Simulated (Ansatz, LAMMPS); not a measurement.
# Amorphous TiO2 at 3.34 g/cm^3 (84 atoms): geometry optimisation, part 4 of 4

How does amorphous TiO2 at 3.34 g/cm^3 (84 atoms) relax, and what do bonds, charges and levels look like afterwards?

Ansatz 0.2.0; Kohn-Sham DFT, PBE, PAW (set soft_2), plane waves.

The cell: 28 Ti and 56 O. The quench rate of 50 K/ps is many orders above laboratory rates. The network of bonds at the start is that of the classical potential that made the cell. Only the Γ point is sampled in the main run, in a cell whose shortest periodic width is 10 Å.

So far. Step 4 (Relaxation): The relaxation changed the energy by -41.4 meV/atom, and atoms moved by 0.28 Å r.m.s., 0.78 Å at most. Step 7 (K-mesh 2×2×2): Forces differ from those of the single point at the relaxed geometry by 12 meV/Å r.m.s.; the energy by +0.15 meV/atom and the gap by -0.042 eV. It took 4 min and 12 cycles; the reference's time can't be set against it, since the two runs asked for unlike analyses.

## (8) Functional HSE06

HSE06 mixes in a quarter of exact exchange at short range, which counters self-interaction, at a higher cost.

This step: Kohn-Sham DFT, HSE06, PAW (set soft_2), plane waves (Ansatz 0.2.0).

input.yaml

```yaml
crystal:
  lattice:
    - [10.3626, 0.0, 0.0]
    - [0.0, 10.3626, 0.0]
    - [0.0, 0.0, 10.3626]
  atoms:
    [... the 84 atom lines of step 6 ...]
kpoints:
  mp_grid: { grid: [1, 1, 1] }
hamiltonian:
  xc: hse06
scf:
  occupations: { method: fermi_dirac, width: 0.025 }
output:
  forces: true
  stress: true
  populations: true
  dos:
    method: { smearing: { sigma: 0.08 } }
    de: 0.05
    projected: { site_lists: { O: [O], Ti: [Ti] } }
  eigenvalues: true
```

The run is started by

```
> ansatz run input.yaml --threads 4 --pin off --max-ram 8192MiB --backend cpu --events-out ev --progress --plain --runs-dir out
```

Numbers of over 12 decimals in the logs are rounded to 6 here.

What it wrote:

```text
Warning: output.stress: scf.convergence.dr2_threshold = 1e-7 eV (the SCF's general default) is looser than the 1.6e-9 eV advised for a printed stress (1e-10 eV for each atom of the cell: 84, of which 16 are counted). What an SCF threshold leaves in a stress goes as its square root, and in the free energy as the threshold itself, and one threshold admits the most on a small cell: [...]
Warning: output.stress: scf.exx.energy_threshold = 1e-6 eV is looser than the 1.6e-7 eV advised for a stress under a hybrid functional (1e-8 eV for each atom of the cell: 84, of which 16 are counted). Every SCF of the exchange loop can meet its threshold on dr2 while the loop round them stops early: [...]
exact exchange: scf.exx.singularity resolves to wigner_seitz, which cuts the screened interaction at the faces of the exchange supercell's Wigner-Seitz cell, so that each pair interacts once, at the shortest of its separations (the periodic images that this leaves out come, [...]
[...]
Crystal: 84 atoms, lattice volume = 1112.772 Å³
Basis set: ecut = 420 eV, 21823 PW (Γ), exchange–correlation on 144×144×144 points (8 copies of the dense FFT grid, shifted against one another)
Bands: 420, of which v1, the nominal top of the filled ones, is band 336 counted from 1 (335 counted from 0)
Symmetry: 1 space group operations
[...]
k-points: 1
[...]
SCF iter   1: F=—  HF=-101875.500637 eV  |F-HF|=—  |Δ(HF+E_count)|=         —  Δρ=4.39e-3  dr2=2.24e-1  ethr=1.77e-3  ⟨swp⟩=6.0  Hψ=1738  notcnv=0
[...]
SCF iter   5: F=-101875.502411 eV  HF=-101875.502568 eV  |F-HF|=1.57e-4  |Δ(HF+E_count)|=   2.88e-3  Δρ=2.93e-4  dr2=6.80e-4  ethr=1.07e-7  ⟨swp⟩=4.0  Hψ=1978  notcnv=0
SCF 1 stopped early in 5 iterations: F = -101875.502411 eV  dr2 = 6.80e-4
[...]
Exchange kernel: α = 0.2500, screened, ω = 0.2079 Å⁻¹, Wigner–Seitz truncation, v(0) = 922.5919 eV·Å³, q-mesh 1×1×1, nearest image of the exchange supercell L = 10.36 Å, pair-density grid 50×50×50, without the augmentation charges, whose exchange is taken in its separable form (sized by the pseudopotential files, [...]
Frozen-core exchange: fock
SCF iter   1: F=—  HF=-101854.818454 eV  |F-HF|=—  |Δ(HF+E_count)|=         —  Δρ=3.10e-2  dr2=1.53e1  ethr=1.01e-6  ⟨swp⟩=8.0  Hψ=2373  notcnv=0
[...]
SCF iter   7: F=—  HF=-101851.460161 eV  |F-HF|=—  |Δ(HF+E_count)|=   1.22e-3  Δρ=2.97e-4  dr2=8.36e-4  ethr=6.90e-7  ⟨swp⟩=2.0  Hψ=756  notcnv=0
SCF iter   8: F=-101851.460029 eV  HF=-101851.460071 eV  |F-HF|=4.19e-5  |Δ(HF+E_count)|=   9.02e-5  Δρ=6.59e-5  dr2=1.54e-4  ethr=1.09e-7  ⟨swp⟩=4.0  Hψ=938  notcnv=0
SCF 2 stopped early in 8 iterations: F = -101851.460029 eV  dr2 = 1.54e-4
  Residual-converged pass: ⟨swp⟩=4.0  Hψ=1287  notcnv=0  max |occ|·‖R‖ = 5.5e-6 eV (tolerance 6.7e-6 eV)  dr2=1.56e-4  dr2_onsite=4.42e-6  max |Δocc| = 0.0e0
hybrid outer 1: dexx = +7.187e-1 eV, tail = 1.42e-3 eV
[...]
Frozen-core exchange: fock
SCF iter   1: F=—  HF=-101851.450367 eV  |F-HF|=—  |Δ(HF+E_count)|=         —  Δρ=2.66e-4  dr2=9.31e-4  ethr=1.06e-6  ⟨swp⟩=10.0  Hψ=1348  notcnv=0
[...]
SCF iter   9: F=—  HF=-101851.450214 eV  |F-HF|=—  |Δ(HF+E_count)|=   2.52e-7  Δρ=2.41e-6  dr2=5.86e-8  ethr=5.28e-12 (applied; sched 3.60e-12)  ⟨swp⟩=10.0  Hψ=1468  notcnv=0
SCF iter  10: F=-101851.450214 eV  HF=-101851.450214 eV  |F-HF|=3.19e-9  |Δ(HF+E_count)|=   1.34e-8  Δρ=5.86e-7  dr2=7.19e-9  ethr=1.13e-11 (applied; sched 3.60e-12)  ⟨swp⟩=3.0  Hψ=898  notcnv=0
SCF 3 converged in 10 iterations: F = -101851.450214 eV  dr2 = 7.19e-9
[...]
hybrid outer 2: dexx = +9.108e-5 eV, tail = 3.04e-7 eV, Δε = 1.09e-2 eV (about 1.70e-4 eV left of the loop's levels), ΔF = 2.81e-2 eV/Å (tail 1.93e-3)
[...]
Frozen-core exchange: fock
SCF iter   1: F=—  HF=-101851.450218 eV  |F-HF|=—  |Δ(HF+E_count)|=         —  Δρ=2.77e-6  dr2=1.04e-7  ethr=2.26e-10  ⟨swp⟩=14.0  Hψ=1688  notcnv=0
[...]
SCF iter   2: F=-101851.450218 eV  HF=-101851.450218 eV  |F-HF|=3.58e-9  |Δ(HF+E_count)|=   2.70e-8  Δρ=7.25e-7  dr2=1.10e-8  ethr=1.42e-11  ⟨swp⟩=3.0  Hψ=898  notcnv=0
SCF 4 converged in 2 iterations: F = -101851.450218 eV  dr2 = 1.10e-8
[...]
hybrid SCF converged: 3 outer / 20 inner (+5 warm-up), last move |dexx| = 3.03e-8 eV, tail = 2.32e-8 eV
Stability not checked: this state was not tested for a lower state beside it, because the functional holds exact exchange (a hybrid, or Hartree-Fock), whose exchange loop this test does not read (fock_operator; see scf.lower_state_search)
Free energy (F): -101851.450218 eV
Frozen-core exchange: fock
[...]
Internal energy: -101851.450218 eV  (E = F + TS)
E sigma→0 (E₀):  -101851.450218 eV
Fermi energy:    6.410151 eV
[...]
Σ components = -101851.450218   (vs F -101851.450218, Δ=0.00e0)
--- Forces (eV/Å), atoms counted from 1 ---
  atom   1  Ti     0.02534556     0.01187019    -0.19538763
  atom   2  Ti    -0.11231073    -0.03321560    -0.36147979
  atom   3  Ti    -0.13110391     0.30744012     0.03803998
  atom   4  Ti     0.29767273     0.10233334     0.07274356
[...]
atom  84  O      0.07578346     0.00770808     0.04157363
  max |Σ_I F_I| component: 1.60e-4 eV/Å
--- Stress (GPa, compression-positive) ---
       -2.785289       0.242260      -0.381301
        0.242260      -3.365746      -0.153177
       -0.381301      -0.153177      -4.590376
  P = ⅓ Tr σ = -3.5805 GPa (-35.805 kbar)
--- Band table (eV) ---
[...]
--- Löwdin populations: 84 sites ---
  site symbol       q [e]
     0     Ti     10.4779
     1     Ti     10.4665
     2     Ti     10.4814
[...]
83      O      6.6797
  spilling = 0.004074 (of n_electrons = 672.000000)
```

Wall time 8.2 min (4 threads of Arm Neoverse V1, shared host); peak memory 3.8 GiB; 31 min of CPU time.

The program notes that the exchange threshold is loose for the stress and the SCF threshold is loose for the stress.

Geometry and reference: those of the single point at the relaxed geometry.

Forces differ from those of the single point at the relaxed geometry by 195 meV/Å r.m.s.; the pressure by -5.8 GPa and the gap by +1.5 eV. It took 8.2 min and 25 cycles; the reference's time can't be set against it, since the two runs asked for unlike analyses.

Numbers from this run:

- free energy: -101851.4502 eV
- free energy per atom: -1212.5173 eV/atom
- SCF cycles: 25
- pressure: -3.58 GPa
- r.m.s. force component: 0.1963 eV/Å
- longest force: 0.7045 eV/Å
- Fermi energy: 6.41 eV
- gap (highest filled to lowest empty level): 4.386 eV
- spilling of the projection: 0.004074

Length of the force by element and coordination:

| element | coordination | atoms | mean length of the force (eV/Å) | spread | least | most |
| --- | --- | --- | --- | --- | --- | --- |
| O | all | 56 | 0.313 | 0.163 | 0.0235 | 0.705 |
| O | 2 | 33 | 0.367 | 0.167 | 0.0238 | 0.705 |
| O | 3 | 22 | 0.229 | 0.120 | 0.0235 | 0.527 |
| O | 4 | 1 | 0.353 | 0 | 0.353 | 0.353 |
| Ti | all | 28 | 0.302 | 0.0797 | 0.146 | 0.470 |
| Ti | 4 | 8 | 0.290 | 0.0424 | 0.192 | 0.336 |
| Ti | 5 | 16 | 0.306 | 0.0931 | 0.146 | 0.470 |
| Ti | 6 | 4 | 0.310 | 0.0765 | 0.187 | 0.384 |

Löwdin charges by element and coordination (they lack the spilled electrons, 0.033 e an atom on average):

| element | coordination | atoms | mean charge (e) | spread | least | most |
| --- | --- | --- | --- | --- | --- | --- |
| O | all | 56 | -0.703 | 0.0471 | -0.802 | -0.627 |
| O | 2 | 33 | -0.67 | 0.023 | -0.724 | -0.627 |
| O | 3 | 22 | -0.749 | 0.0261 | -0.793 | -0.703 |
| O | 4 | 1 | -0.802 | 0 | -0.802 | -0.802 |
| Ti | all | 28 | 1.50 | 0.0189 | 1.47 | 1.55 |
| Ti | 4 | 8 | 1.50 | 0.0149 | 1.48 | 1.52 |
| Ti | 5 | 16 | 1.51 | 0.0215 | 1.47 | 1.55 |
| Ti | 6 | 4 | 1.50 | 0.0136 | 1.49 | 1.52 |

Density of states as counts of states in windows of 1 eV (from the Fermi level), total and the larger projections:

| from (eV) | to (eV) | total | O p | Ti d |
| --- | --- | --- | --- | --- |
| -18 | -8 | 0.0 | 0.0 | 0.0 |
| -8 | -7 | 0.2 | 0.1 | 0.0 |
| -7 | -6 | 50.0 | 35.5 | 11.6 |
| -6 | -5 | 94.9 | 69.9 | 21.3 |
| -5 | -4 | 64.0 | 51.8 | 9.9 |
| -4 | -3 | 72.3 | 63.2 | 7.0 |
| -3 | -2 | 54.6 | 50.7 | 2.9 |
| -2 | 2 | 0.0 | 0.0 | 0.0 |
| 2 | 3 | 40.3 | 2.6 | 36.3 |
| 3 | 4 | 71.2 | 8.3 | 58.9 |

Between -26 and -18 eV lie 112 more states.

The stored curve holds about 448 of the 672 electrons; the rest, give or take the few that broadening carries across the Fermi level, lie in deeper levels below its range.

The levels nearest the highest filled one (over half full), pooled over k-points and spins:

| level less the highest filled one (eV) | occupation |
| --- | --- |
| -0.223 | 2 |
| -0.186 | 2 |
| -0.127 | 2 |
| -0.102 | 2 |
| -0.0091 | 2 |
| 0 | 2 |
| 4.39 | 0 |
| 4.57 | 0 |
| 4.67 | 0 |
| 4.69 | 0 |
| 4.70 | 0 |
| 4.75 | 0 |

## (9) Functional r2SCAN (500 eV)

The meta-GGA r2SCAN uses the kinetic energy density as well as the density and its gradient. Besides, the cutoff goes from 420 to 500 eV.

This step: Kohn-Sham DFT, r2SCAN, PAW (set soft_2), plane waves (Ansatz 0.2.0).

Changes to input.yaml since step 8:

```diff
@@ -10,3 +10,3 @@
 hamiltonian:
-  xc: hse06
+  xc: r2scan
 scf:
```

What it wrote:

```text
[...]
Crystal: 84 atoms, lattice volume = 1112.772 Å³
Basis set: ecut = 500 eV, 28257 PW (Γ), exchange–correlation on 320×320×320 points (64 copies of the dense FFT grid, shifted against one another)
Bands: 420, of which v1, the nominal top of the filled ones, is band 336 counted from 1 (335 counted from 0)
Symmetry: 1 space group operations
[...]
k-points: 1
[...]
SCF iter   1: F=—  HF=-102083.909700 eV  |F-HF|=—  |Δ(HF+E_count)|=         —  Δρ=2.42e-2  dr2=7.74e0  dr2_τ=5.40e0  ethr=1.77e-3  ⟨swp⟩=4.0  Hψ=1540  notcnv=0  defer=38
[...]
SCF iter  11: F=—  HF=-102084.002570 eV  |F-HF|=—  |Δ(HF+E_count)|=   2.24e-7  Δρ=4.00e-6  dr2=2.26e-7  dr2_τ=2.02e-8  ethr=1.60e-10  ⟨swp⟩=2.0  Hψ=519  notcnv=0  defer=79
SCF iter  12: F=-102084.002570 eV  HF=-102084.002570 eV  |F-HF|=1.15e-8  |Δ(HF+E_count)|=   6.95e-8  Δρ=2.37e-6  dr2=7.54e-8  dr2_τ=6.71e-9  ethr=1.49e-11  ⟨swp⟩=10.0  Hψ=1787  notcnv=0
SCF 1 converged in 12 iterations: F = -102084.002570 eV  dr2 = 7.54e-8
[...]
SCF converged after 12 iterations
Free energy (F): -102084.002570 eV
[...]
Internal energy: -102084.002570 eV  (E = F + TS)
E sigma→0 (E₀):  -102084.002570 eV
Fermi energy:    6.459710 eV
[...]
Σ components = -102084.002570   (vs F -102084.002570, Δ=0.00e0)
--- Forces (eV/Å), atoms counted from 1 ---
  atom   1  Ti     0.00922200     0.01600289    -0.04238965
  atom   2  Ti    -0.04492552     0.00204024    -0.09486289
  atom   3  Ti    -0.05087727     0.07880652    -0.00845029
  atom   4  Ti     0.06211064     0.01358753     0.01869434
[...]
atom  84  O      0.03735667     0.02045004     0.01150623
  max |Σ_I F_I| component: 1.80e-4 eV/Å
--- Stress (GPa, compression-positive) ---
       -0.800554       0.197324      -0.442668
        0.197325      -1.393326      -0.116048
       -0.442667      -0.116047      -2.708401
  P = ⅓ Tr σ = -1.6341 GPa (-16.341 kbar)
--- Band table (eV) ---
[...]
--- Löwdin populations: 84 sites ---
  site symbol       q [e]
     0     Ti     10.5705
     1     Ti     10.5579
     2     Ti     10.5728
[...]
83      O      6.6391
  spilling = 0.003572 (of n_electrons = 672.000000)
```

The job ended after 58 s (4 threads; peak memory 3.3 GiB).

Geometry and reference: those of the single point at the relaxed geometry.

Forces differ from those of the single point at the relaxed geometry by 67 meV/Å r.m.s.; the pressure by -3.8 GPa and the gap by +0.36 eV. It took 58 s and 12 cycles; the reference's time can't be set against it, since the two runs asked for unlike analyses.

## (10) Functional PBEsol

PBEsol restores the gradient expansion of exchange for slowly varying densities and usually gives shorter bonds in solids than PBE.

This step: Kohn-Sham DFT, PBEsol, PAW (set soft_2), plane waves (Ansatz 0.2.0).

Changes to input.yaml since step 9:

```diff
@@ -10,3 +10,3 @@
 hamiltonian:
-  xc: r2scan
+  xc: pbesol
 scf:
```

What it wrote:

```text
[...]
Crystal: 84 atoms, lattice volume = 1112.772 Å³
Basis set: ecut = 420 eV, 21823 PW (Γ), exchange–correlation on 144×144×144 points (8 copies of the dense FFT grid, shifted against one another)
Bands: 420, of which v1, the nominal top of the filled ones, is band 336 counted from 1 (335 counted from 0)
Symmetry: 1 space group operations
[...]
k-points: 1
[...]
SCF iter   1: F=—  HF=-100783.864463 eV  |F-HF|=—  |Δ(HF+E_count)|=         —  Δρ=1.58e-2  dr2=2.51e0  ethr=1.77e-3  ⟨swp⟩=4.0  Hψ=1540  notcnv=0  defer=38
[...]
SCF iter  12: F=—  HF=-100783.363687 eV  |F-HF|=—  |Δ(HF+E_count)|=   4.36e-7  Δρ=2.80e-6  dr2=1.49e-7  ethr=2.76e-10  ⟨swp⟩=2.0  Hψ=515  notcnv=0  defer=79
SCF iter  13: F=-100783.363687 eV  HF=-100783.363687 eV  |F-HF|=5.79e-9  |Δ(HF+E_count)|=   1.94e-7  Δρ=2.38e-6  dr2=7.51e-8  ethr=1.49e-11  ⟨swp⟩=11.0  Hψ=1869  notcnv=0
SCF 1 converged in 13 iterations: F = -100783.363687 eV  dr2 = 7.51e-8
[...]
SCF converged after 13 iterations
Free energy (F): -100783.363687 eV
[...]
Internal energy: -100783.363687 eV  (E = F + TS)
E sigma→0 (E₀):  -100783.363687 eV
Fermi energy:    6.523844 eV
[...]
Σ components = -100783.363687   (vs F -100783.363687, Δ=0.00e0)
--- Forces (eV/Å), atoms counted from 1 ---
  atom   1  Ti     0.07277100     0.04784982    -0.07392283
  atom   2  Ti    -0.03285507    -0.00855177    -0.05247789
  atom   3  Ti    -0.03220332     0.11169233     0.02211965
  atom   4  Ti     0.02645483     0.03039106    -0.01663631
[...]
atom  84  O      0.01373303     0.00807832     0.00298074
  max |Σ_I F_I| component: 1.01e-4 eV/Å
--- Stress (GPa, compression-positive) ---
       -1.728178       0.139020      -0.345264
        0.139020      -2.453671      -0.106846
       -0.345264      -0.106846      -3.542762
  P = ⅓ Tr σ = -2.5749 GPa (-25.749 kbar)
--- Band table (eV) ---
[...]
--- Löwdin populations: 84 sites ---
  site symbol       q [e]
     0     Ti     10.6829
     1     Ti     10.6700
     2     Ti     10.6826
[...]
83      O      6.5820
  spilling = 0.003595 (of n_electrons = 672.000000)
```

Run time: 26 s. Hardware: 4 threads; peak memory 1.6 GiB.

Geometry and reference: those of the single point at the relaxed geometry.

Forces differ from those of the single point at the relaxed geometry by 82 meV/Å r.m.s.; the pressure by -4.8 GPa and the gap by -0.028 eV.

## (11) What each setting buys

Differences are against the single point at the relaxed geometry (Kohn-Sham DFT, PBE, PAW (set soft_2), plane waves), whose r.m.s. force component is 0.00863 eV/Å. Energies are set beside the reference only for runs with its functional, potentials and electron count. Times are for 4 threads of Arm Neoverse V1, shared host. The reference's time includes grids, which some other runs skip.

| run | Δ force, r.m.s. (meV/Å) | Δ energy (meV/atom) | Δ pressure (GPa) | Δ gap (eV) | cycles | time | host memory (GiB) |
| --- | --- | --- | --- | --- | --- | --- | --- |
| reference | - | - | - | - | 12 | 25 s | 1.5 |
| k-mesh 2×2×2 | 12.3 | 0.152 | 9.0e-4 | -0.0416 | 12 | 4 min | 5.9 |
| functional HSE06 | 195 | - | -5.79 | 1.54 | 25 | 8.2 min | 3.8 |
| functional r2SCAN (500 eV) | 67.3 | - | -3.84 | 0.356 | 12 | 58 s | 3.3 |
| functional PBEsol | 82.0 | - | -4.78 | -0.0277 | 13 | 26 s | 1.6 |

## (12) What came out

| Item | Value |
| --- | --- |
| energy change in the relaxation | -41.36 meV/atom |
| r.m.s. displacement | 0.281 Å |
| largest displacement | 0.783 Å |
| free energy per atom | -1212.8017 eV/atom |
| pressure | 2.209 GPa |
| r.m.s. force component | 0.00863 eV/Å |
| gap (highest filled to lowest empty level) | 2.847 eV |
| wall time of the 7 DFT runs | 18 min |

**Reading.** Relaxation lowers the energy by 41.4 meV/atom and moves atoms by 0.28 Å r.m.s.; the r.m.s. force component goes from 0.66 to 0.0086 eV/Å. By the final cutoffs 1 of 128 bonded pairs parted and 9 joined. From the first step to the last the energy fell by 3.475 eV, and the largest move was 0.78 Å (O56). The O-Ti bonds go from 1.866 Å (spread 0.128) to 1.921 Å (spread 0.162), and their number from 128 to 136. Counting bonds as in the table, 59 % of O atoms have 2 and 57 % of Ti atoms have 5 bonded neighbours. Filled and empty levels are parted by 2.85 eV (at Γ alone); a semilocal functional tends to put such gaps too low. In a disordered cell it changes from sample to sample, and tail or defect levels can set it.

Among the changes of functional, dispersion, potentials or spin set against this reference, functional HSE06 moves the forces most, by 195 meV/Å r.m.s. The gap changes by +1.54 eV with HSE06.

What to keep in mind: The network of bonds at the start is that of the classical potential that made the cell; in DFT 1 of its 128 bonded pairs passed out of the cutoffs and 9 came within them. The pressure of 2.2 GPa says that the cell would expand at this level of theory.

[Logs are printed without paths, hosts, clocks, repeated set-up lines and the standing remarks that a program may print on its own settings, such as how far it seeks lower states.]

[Hosts, paths, dates, database ids (printed as entryN), source tags and the programs' standing remarks are cut or masked in the printed files.]
